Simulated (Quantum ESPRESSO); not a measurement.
The system is Nb.

```xyz
1
Lattice="-1.6640 1.6640 1.6640 1.6640 -1.6640 1.6640 1.6640 1.6640 -1.6640" Properties=species:S:1:pos:R:3 pbc="T T T"
Nb    0.0000    0.0000    0.0000
```

Base run:

```yaml
Program: Quantum ESPRESSO 7.5
Functional: RPBE
Potentials_or_basis: SG15 PBE 1.2
Cutoff: 952 eV
Density_cutoff: 3810 eV
k_mesh: 11 × 11 × 11
Occupations: fermi-dirac, width 0.05 eV
Spin: no spin polarisation
```

Its results: band gap on the k mesh none (metal or under the smearing width); pressure 0.5 GPa.

**Question.** The run is repeated on the same cell with these changes: functional from RPBE to PW91. What comes out?

**Answer.** Band gap on the k mesh none (metal or under the smearing width); pressure -2.6 GPa.

PW91 binds more tightly than RPBE, so the same cell stands under less pressure.

Caveats: the potentials were made for another functional, which shifts forces and pressure.

Not every run made on this cell is shown here.
